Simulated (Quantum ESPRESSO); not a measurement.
**P under changes of volume**

One of the cells (16.144 Å³/atom); the others are scaled copies at fixed shape and fractional positions:

```xyz
2
Lattice="1.7257 0.9963 3.1297 -1.7257 0.9963 3.1297 0.0000 -1.9927 3.1297" Properties=species:S:1:pos:R:3 pbc="T T T"
P     0.0000    0.0000    7.2570
P     0.0000    0.0000    2.1321
```

This isn't the form of P at room conditions, which is orthorhombic.

- Program: Quantum ESPRESSO 7.5
- Functional: r2SCAN
- Potentials or basis: SG15 PBE 1.2
- Cutoff: 599 eV
- Density cutoff: 2395 eV
- k mesh: 7 × 7 × 7
- Occupations: fermi-dirac, width 0.05 eV
- Spin: no spin polarisation

```tsv
volume (Å³/atom)	energy over the lowest point (meV/atom)	pressure (GPa)	largest force (eV/Å)
15.175	30.78	8.0	0.460
15.498	16.19	5.5	0.342
15.821	6.53	3.3	0.210
16.144	1.27	1.3	0.061
16.467	0.00	-0.5	0.086
16.789	2.07	-2.1	0.227
17.112	?	?	?
```

Task: What does the run at 17.112 Å³/atom give?

Result: Energy over the lowest point 6.84 meV/atom; pressure -3.4 GPa; largest force 0.358 eV/Å.

Worked out: A Birch-Murnaghan fit of order 3 (a polynomial in V^(-2/3)) to the other rows has its minimum at 16.42 Å³/atom with B0 = V·E''(V) = 89 GPa and B' = 5.2 at fixed shape and positions, which overstates the stiffness. It gives 7.26 meV/atom at 17.112 Å³/atom, against the run's 6.84, and -dE/dV = -3.3 GPa, against -3.4.

Energies are extrapolated to zero smearing.

Caveats: the potentials were made for another functional, which shifts forces and pressure.
